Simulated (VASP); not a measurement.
# Au (P6_3/mmc) in VASP: further runs

One crystal, Au, is run at these levels: PBE; tasks: single point.

Everything below comes from runs of VASP 6.6.1. Logs are shortened: lines on timing, memory, paths and dates and some standing lists are left out, and cuts for length are marked.

**1. The crystal as given**

It takes space group P6_3/mmc (No. 194, hexagonal). Conventional cell: a = 2.900 Å, b = 2.900 Å, c = 4.880 Å, α = 90.00°, β = 90.00°, γ = 120.00°. Au (site symmetry -6m2) is surrounded by 12 Au at 2.90 to 2.96 Å.

This isn't the form of Au at room conditions, which is fcc.

**2. Single point, PBE**

INCAR reads:

```
ALGO     = Fast           # electronic algorithm
EDIFF    = 1E-6           # SCF threshold, eV
ENCUT    = 520            # plane-wave cutoff, eV
GGA      = PE             # functional
ISIF     = 2              # what is computed and relaxed
ISMEAR   = -5             # smearing method
LASPH    = True           # aspherical terms in the spheres
LCHARG   = False          # write CHGCAR
LREAL    = False          # projectors in reciprocal space
LWAVE    = False          # write WAVECAR
NBANDS   = 18             # bands
NELM     = 100            # most SCF steps
PREC     = Accurate       # precision mode
SIGMA    = 0.1            # smearing width, eV
```

KPOINTS reads:

```
k-points
0
Gamma
  14 14 8
```

POSCAR reads:

```
Au
1.0
    2.8999984104      0.0000000000      0.0000000000
   -1.4499992052      2.5114722944      0.0000000000
    0.0000000000      0.0000000000      4.8800000000
Au
2
Direct
    0.3333333333      0.6666666667      0.7500000000
    0.6666666667      0.3333333333      0.2500000000
```

Potentials or basis: VASP PAW PBE potentials, release 64 (Au).

Launch:

```sh
> cat potpaw_PBE.64/Au/POTCAR > POTCAR
> mpirun -np 1 vasp_std > vasp.out
```

OUTCAR:

```text
EDIFF = 1E-6
   ENCUT = 520
   GGA = PE
   ISIF = 2
   ISMEAR = -5
   LASPH = True
   LREAL = False
   NELM = 100
   PREC = Accurate

 ion  position               nearest neighbor table
   1  0.333  0.667  0.750-   2 2.96   2 2.96   2 2.96   2 2.96   2 2.96   2 2.96
   2  0.667  0.333  0.250-   1 2.96   1 2.96   1 2.96   1 2.96   1 2.96   1 2.96

  LATTYP: Found a hexagonal cell.
 ALAT       =     2.8999984104
 C/A-ratio  =     1.6827595431

  Lattice vectors:

 A1 = (   2.8999984104,   0.0000000000,   0.0000000000)
 A2 = (  -1.4499992052,   2.5114722944,   0.0000000000)
 A3 = (   0.0000000000,   0.0000000000,   4.8800000000)

Analysis of symmetry for initial positions (statically):
=====================================================================
 Subroutine PRICEL returns:
 Original cell was already a primitive cell.

 Routine SETGRP: Setting up the symmetry group for a
 hexagonal supercell.

 Subroutine GETGRP returns: Found 24 space group operations
 (whereof 12 operations were pure point group operations)
 out of a pool of 24 trial point group operations.

The static configuration has the point symmetry D_3d.
 The point group associated with its full space group is D_6h.

Analysis of symmetry for dynamics (positions and initial velocities):
=====================================================================
 Subroutine PRICEL returns:
 Original cell was already a primitive cell.

 Routine SETGRP: Setting up the symmetry group for a
 hexagonal supercell.

 Subroutine GETGRP returns: Found 24 space group operations
 (whereof 12 operations were pure point group operations)
 out of a pool of 24 trial point group operations.

The dynamic configuration has the point symmetry D_3d.
 The point group associated with its full space group is D_6h.

 Subroutine INISYM returns: Found 24 space group operations
 (whereof 12 operations are pure point group operations),
 and found     1 'primitive' translations

----------------------------------------------------------------------------------------

                                     Primitive cell

  volume of cell :      35.5423

  direct lattice vectors                    reciprocal lattice vectors
     2.899998410  0.000000000  0.000000000     0.344827775  0.199086409  0.000000000
    -1.449999205  2.511472294  0.000000000     0.000000000  0.398172818  0.000000000
     0.000000000  0.000000000  4.880000000     0.000000000  0.000000000  0.204918033

  length of vectors
     2.899998410  2.899998410  4.880000000     0.398172818  0.398172818  0.204918033

  position of ions in fractional coordinates (direct lattice)
     0.333333333  0.666666667  0.750000000
     0.666666667  0.333333333  0.250000000

  ion indices of the primitive-cell ions
   primitive index   ion index
                 1           1
                 2           2

----------------------------------------------------------------------------------------

 KPOINTS: k-points

Automatic generation of k-mesh.
 Grid dimensions read from file:
 generate k-points for:   14   14    8

 Generating k-lattice:

  Cartesian coordinates                     Fractional coordinates (reciprocal lattice)
     0.024630555  0.014220458  0.000000000     0.071428571  0.000000000  0.000000000
     0.000000000  0.028440916  0.000000000     0.000000000  0.071428571  0.000000000
     0.000000000  0.000000000  0.025614754     0.000000000  0.000000000  0.125000000

  Length of vectors
     0.028440916  0.028440916  0.025614754

  Shift w.r.t. Gamma in fractional coordinates (k-lattice)
     0.000000000  0.000000000  0.000000000

 TETIRR: Found   1624 inequivalent tetrahedra from     9408

 Subroutine IBZKPT returns following result:
 ===========================================

 Found    120 irreducible k-points:

 Following reciprocal coordinates:
            Coordinates               Weight
  0.000000  0.000000  0.000000      1.000000
  0.071429 -0.000000  0.000000      6.000000
  0.142857  0.000000  0.000000      6.000000
  0.214286 -0.000000  0.000000      6.000000
  0.285714  0.000000  0.000000      6.000000
  0.357143  0.000000  0.000000      6.000000
[... 16 lines left out ...]
  0.285714  0.285714  0.000000      6.000000
  0.357143  0.285714  0.000000      6.000000
 [... further k-points ...]
   k-points           NKPTS =    120   k-points in BZ     NKDIM =    120   number of bands    NBANDS=     18
   number of dos      NEDOS =    301   number of ions     NIONS =      2
   total plane-waves  NPLWV =  20736
   dimension x,y,z NGX =    24 NGY =   24 NGZ =   36
   dimension x,y,z NGXF=    48 NGYF=   48 NGZF=   72
   ions per type =               2
   NGX,Y,Z   is equivalent  to a cutoff of  13.76, 13.76, 12.26 a.u.
   NGXF,Y,Z  is equivalent  to a cutoff of  27.52, 27.52, 24.53 a.u.
 SYSTEM =  unknown system
   PREC   = accura    normal or accurate (medium, high low for compatibility)
   ISTART =      0    job   : 0-new  1-cont  2-samecut
   ICHARG =      2    charge: 1-file 2-atom 10-const
   ISPIN  =      1    spin polarized calculation?
   LNONCOLLINEAR =      F non collinear calculations
   LSORBIT =      F    spin-orbit coupling
   LASPH  =      T    aspherical Exc in radial PAW
   ENCUT  =  520.0 eV  38.22 Ry    6.18 a.u.   5.39  5.39  9.07*2*pi/ulx,y,z
   NELM   =    100;   NELMIN=  2; NELMDL= -5     # of ELM steps
   EDIFF  = 0.1E-05   stopping-criterion for ELM
   LREAL  =      F    real-space projection
   EDIFFG = 0.1E-04   stopping-criterion for IOM
   NSW    =      0    number of steps for IOM
   IBRION =     -1    ionic relax: 0-MD 1-quasi-New 2-CG
   NFREE  =      0    steps in history (QN), initial steepest desc. (CG)
   ISIF   =      2    stress and relaxation
   ISYM   =      2    0-nonsym 1-usesym 2-fastsym
   POTIM  = 0.5000    time-step for ionic-motion
   TEBEG  =    0.0;   TEEND  =   0.0 temperature during run
   PSTRESS=    0.0 pullay stress
   NELECT =      22.0000    total number of electrons
   NUPDOWN=      -1.0000    fix difference up-down
   EMIN   =  10.00;   EMAX   =-10.00  energy-range for DOS
   EFERMI =   0.00;   METHOD = LEGACY
   ISMEAR =    -5;   SIGMA  =   0.10  broadening in eV -4-tet -1-fermi 0-gaus
   EFERMI_NEDOS =   21; number of points for ismear=-14 and -15
   IALGO  =     68    algorithm
   IMIX   =      4    mixing-type and parameters
     AMIX     =   0.40;   BMIX     =  1.00
     AMIX_MAG =   1.60;   BMIX_MAG =  1.00
  volume/ion in A,a.u.               =      17.77       119.93
  Fermi-wavevector in a.u.,A,eV,Ry     =   1.395191  2.636529 26.484537  1.946559
  Thomas-Fermi vector in A             =   2.518667
   LORBIT       =      0    0 simple, 1 ext, 2 COOP (PROOUT), +10 PAW based schemes
   GGA     = PE    functional components
   LHFCALC =     F    Hartree Fock is set to
   AEXX    =    0.0000 exact exchange contribution
   IVDW    =     0    specifies the selected vdW correction
   LEPSILON=     F    determine dielectric tensor
   LRPA    =     F    only Hartree local field effects (RPA)
 non-spin polarized calculation
 RMM-DIIS sequential band-by-band and
 Fermi weights with tetrahedron method with Bloechl corrections
  energy-cutoff  :      520.00
  volume of cell :       35.54
 maximum number of plane-waves:       984
 NGX is ok and might be reduce to    24
   NGX = 11   NGY = 11   NGZ = 19

 number of electron      22.0000001 magnetization

 Free energy of the ion-electron system (eV)
  ---------------------------------------------------
  ext. energy  EPLUGINS =         0.00000000
  ---------------------------------------------------
  free energy    TOTEN  =        -6.42872550 eV

  energy without entropy =       -6.42872550  energy(sigma->0) =       -6.42872550

 E-fermi :   8.8035     XC(G=0): -12.4660

 val. band max:        8.8006446090   @ k =   0.4286   0.0714   0.1250
 cond. band min:       8.8004516879   @ k =   0.1429   0.0000   0.1250
 fundamental gap:     -0.0001929211
 Fermi energy:         8.8034517328

 k-point     1 :       0.0000    0.0000    0.0000
  band No.  band energies     occupation
      1      -0.6312      2.00000
      2       1.7574      2.00000
      3       4.1381      2.00000
      4       4.4128      2.00000
      5       4.4128      2.00000
      6       4.6992      2.00000
[... 10 lines left out ...]
     17      26.9103      0.00000
     18      26.9103      0.00000

 k-point     2 :       0.0714   -0.0000    0.0000
  band No.  band energies     occupation
      1      -0.4747      2.00000
      2       1.8861      2.00000
      3       4.0894      2.00000
      4       4.4512      2.00000
      5       4.5148      2.00000
      6       4.6464      2.00000
[... 10 lines left out ...]
     17      26.0739      0.00000
     18      26.4448      0.00000

 k-point     3 :       0.1429    0.0000    0.0000
  band No.  band energies     occupation
      1      -0.0220      2.00000
      2       2.2286      2.00000
      3       3.9443      2.00000
      4       4.4473      2.00000
      5       4.6892      2.00000
      6       4.8067      2.00000
[... 10 lines left out ...]
     17      25.1778      0.00000
     18      26.4986      0.00000

 k-point     4 :       0.2143   -0.0000    0.0000
  band No.  band energies     occupation
      1       0.6637      2.00000
      2       2.5943      2.00000
      3       3.8740      2.00000
      4       4.1522      2.00000
      5       4.2889      2.00000
      6       4.9454      2.00000
[... 10 lines left out ...]
     17      25.3039      0.00000
     18      25.8173      0.00000

 k-point     5 :       0.2857    0.0000    0.0000
  band No.  band energies     occupation
      1       1.4282      2.00000
      2       2.6558      2.00000
      3       3.5722      2.00000
      4       4.1038      2.00000
      5       4.2953      2.00000
      6       4.7478      2.00000
[... 10 lines left out ...]
     17      23.2850      0.00000
     18      25.2716      0.00000

 k-point     6 :       0.3571    0.0000    0.0000
  band No.  band energies     occupation
      1       1.9945      2.00000
      2       2.5011      2.00000
      3       3.1408      2.00000
      4       4.3721      2.00000
      5       4.5850      2.00000
      6       4.7113      2.00000
[... 10 lines left out ...]
     17      21.9275      0.00000
     18      24.3897      0.00000

 k-point     7 :       0.4286   -0.0000    0.0000
  band No.  band energies     occupation
      1       2.2237      2.00000
      2       2.3555      2.00000
      3       2.8772      2.00000
      4       4.4789      2.00000
      5       4.6294      2.00000
      6       4.7032      2.00000
[... 10 lines left out ...]
     17      20.7483      0.00000
     18      23.7856      0.00000

 k-point     8 :       0.5000   -0.0000    0.0000
  band No.  band energies     occupation
      1       2.2683      2.00000
      2       2.3016      2.00000
      3       2.7887      2.00000
      4       4.4421      2.00000
      5       4.5851      2.00000
      6       4.8469      2.00000
[... 10 lines left out ...]
     17      20.1939      0.00000
     18      23.5797      0.00000
[... 229 lines left out ...]
     17      20.3455      0.00000
     18      22.9865      0.00000

 k-point    20 :       0.2143    0.2143    0.0000
  band No.  band energies     occupation
      1       2.5269      2.00000
      2       3.2220      2.00000
      3       3.3308      2.00000
      4       3.4458      2.00000
      5       4.2297      2.00000
      6       4.5672      2.00000
[... 10 lines left out ...]
     17      22.8140      0.00000
     18      23.3275      0.00000

 k-point    21 :       0.2857    0.2143    0.0000
  band No.  band energies     occupation
      1       2.9208      2.00000
      2       3.0201      2.00000
      3       3.1908      2.00000
      4       3.8765      2.00000
      5       4.1799      2.00000
      6       4.6955      2.00000
[... 10 lines left out ...]
     17      21.7402      0.00000
     18      22.2982      0.00000

 k-point    22 :       0.3571    0.2143    0.0000
  band No.  band energies     occupation
      1       2.9143      2.00000
      2       3.0272      2.00000
      3       3.0802      2.00000
      4       4.2249      2.00000
      5       4.2915      2.00000
      6       4.5005      2.00000
[... 10 lines left out ...]
     17      20.5469      0.00000
     18      21.7328      0.00000

 k-point    23 :       0.2857    0.2857    0.0000
  band No.  band energies     occupation
      1       2.9493      2.00000
      2       3.1970      2.00000
      3       3.4490      2.00000
      4       3.8967      2.00000
      5       4.1734      2.00000
      6       4.4947      2.00000
[... 10 lines left out ...]
     17      20.2192      0.00000
     18      20.7615      0.00000

 k-point    24 :       0.3571    0.2857    0.0000
  band No.  band energies     occupation
      1       2.9267      2.00000
      2       3.3491      2.00000
      3       3.3944      2.00000
      4       4.0142      2.00000
      5       4.2342      2.00000
      6       4.3580      2.00000
[... 10 lines left out ...]
     17      19.6137      0.00000
     18      19.8338      0.00000

 [... further k-points ...]
[... 5 lines left out ...]
  --------------------------------------------------------------------------------------
  -------------------------------------------------------------------------------------
  Total        0.3979617      0.3979617      0.2883254      0.0000000     -0.0000000      0.0000000
  in kB       17.9393152     17.9393152     12.9971311      0.0000000     -0.0000000      0.0000000
  external PRESSURE =      16.2919205 kB  Pullay stress =       0.0000000 kB

 VOLUME and BASIS-vectors are now :
 -----------------------------------------------------------------------------
  energy-cutoff  :      520.00
  volume of cell :       35.54
      direct lattice vectors                 reciprocal lattice vectors
     2.899998410  0.000000000  0.000000000     0.344827775  0.199086409  0.000000000
    -1.449999205  2.511472294  0.000000000     0.000000000  0.398172818  0.000000000
     0.000000000  0.000000000  4.880000000     0.000000000  0.000000000  0.204918033

 POSITION                                       TOTAL-FORCE (eV/Angst)
 -----------------------------------------------------------------------------------
     -0.00000      1.67431      3.66000        -0.000000      0.000000      0.000000
      1.45000      0.83716      1.22000         0.000000     -0.000000      0.000000
 -----------------------------------------------------------------------------------
    total drift:                               -0.000000      0.000000     -0.000000

  FREE ENERGIE OF THE ION-ELECTRON SYSTEM (eV)
  ---------------------------------------------------
  free  energy   TOTEN  =        -6.4287255031 eV

  energy  without entropy=       -6.4287255031  energy(sigma->0) =       -6.42872550
```

Run time: 33 s. Hardware: 1 thread of AMD EPYC 9R45 (Zen 5), shared host; peak memory 0.17 GiB.

Results:

| Item | Value |
| --- | --- |
| Free energy | -6.4287 eV |
| Pressure | 1.6 GPa |
| Band gap on the k mesh | none (metal or under the smearing width) |

Stress tensor (GPa, compression positive):
```
1.79 0.00 0.00
0.00 1.79 0.00
0.00 0.00 1.30
```

Caveat: tetrahedron occupations give inexact forces and stress in metals. Spin-orbit coupling is left out, which matters for the levels of Au.

**3. Single point, PBE**

INCAR reads:

```
SYSTEM = Au
PREC = Accurate
ENCUT = 520
EDIFF = 1E-6
ISMEAR = -1
SIGMA = 0.15
LREAL = .FALSE.
LASPH = .TRUE.
NELM = 100
ALGO = Normal
ISIF = 2
LWAVE = .FALSE.
LCHARG = .FALSE.
GGA = PE
NBANDS = 18
```

KPOINTS reads:

```
regular mesh
0
G
  14 14 8
  0 0 0
```

POSCAR is that of step 2.

Potentials or basis: VASP PAW PBE potentials, release 64 (Au).

Launch:

```sh
> cat potpaw_PBE.64/Au/POTCAR > POTCAR
> mpirun -np 1 vasp_std > vasp.out
```

It took 28 s on 1 thread of AMD EPYC 9R45 (Zen 5), shared host; peak memory 0.17 GiB.

It converged, with:

```
Free energy            : -6.4456 eV
Pressure               : 1.7 GPa
Band gap on the k mesh : none (metal or under the smearing width)
```

Stress tensor (GPa, compression positive):
```
1.81 0.00 0.00
0.00 1.81 0.00
0.00 0.00 1.45
```

Levels at points of the mesh, in eV from the Fermi level:
| k point | band 8 | band 9 | band 10 | band 11 | band 12 | band 13 | band 14 | band 15 |
| --- | --- | --- | --- | --- | --- | --- | --- | --- |
| (0.00, 0.00, 0.00) | -3.42 | -3.42 | -2.15 | -2.15 | -0.95 | 2.46 | 14.63 | 15.65 |
| (0.50, 0.00, 0.00) | -1.94 | -1.85 | -1.68 | 0.38 | 1.50 | 5.64 | 7.07 | 7.15 |
| (0.00, 0.00, 0.50) | -4.40 | -2.58 | -2.58 | -2.58 | -2.58 | 10.32 | 10.32 | 14.91 |
| (0.50, 0.00, 0.50) | -2.35 | -1.75 | -1.75 | 0.56 | 0.56 | 3.77 | 3.77 | 13.02 |

The run has no spin-orbit coupling, so splittings on Au are missing.
